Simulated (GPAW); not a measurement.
Runs of GPAW 26.7.0 on I. The structure is orthorhombic, space group Cmce (No. 64). The conventional cell has a = 7.270 Å, b = 4.790 Å, c = 9.793 Å, α = 90.00°, β = 90.00°, γ = 90.00°. Around I (site symmetry m) lie 1 I at 2.68 Å. 

| task | level | potentials or basis | smearing | maxiter | convergence | response ecut | eta | response k mesh | gap on the mesh (eV) |
| --- | --- | --- | --- | --- | --- | --- | --- | --- | --- |
| single point | PBE | GPAW PAW data sets (gpaw-data 1.2.1), pw | fermi-dirac 0.05 eV | 120 | default | - | - | - | 1.30 |
| optical spectrum | PBEsol | PAW data sets generated in the run's folder for this functional, pw | fermi-dirac 0.001 eV | 150 | - | 50 eV | 0.1 eV | 7 × 7 × 3 | 1.25 |
| optical spectrum | AM05 | PAW data sets generated in the run's folder for this functional, pw | fermi-dirac 0.001 eV | 150 | - | 50 eV | 0.1 eV | 7 × 7 × 3 | 1.27 |
| optical spectrum | LDA | the program's PAW data sets (release 1.2.1) made for this functional, pw | fermi-dirac 0.001 eV | 150 | - | 50 eV | 0.1 eV | 7 × 7 × 3 | 1.20 |
| optical spectrum | RPBE | the program's PAW data sets (release 1.2.1) made for this functional, pw | fermi-dirac 0.001 eV | 150 | - | 50 eV | 0.1 eV | 7 × 7 × 3 | (a) |
| optical spectrum | PBE | GPAW PAW data sets (gpaw-data 1.2.1), pw | fermi-dirac 0.001 eV | 150 | - | 50 eV | 0.1 eV | 7 × 7 × 3 | 1.30 |

Alike in all rows: no spin polarisation; cell as given; k mesh 6 × 6 × 3; cutoff (eV) 450.

Q: Estimate the missing entries.

A: (a) 1.35.

Caveats: spin-orbit coupling is left out, which moves the levels of the heavy elements; an odd mesh through Γ misses points on the zone boundary, where band edges often lie; with so narrow a direct gap the onset needs a denser k mesh (some runs); the long-wavelength limit can be off by a per cent or two (some runs); spectra need much finer meshes, so this one isn't converged (some runs); independent-particle spectra lack excitons (some runs).

A k mesh can miss the band edges, and the runs leave out spin-orbit coupling on I.
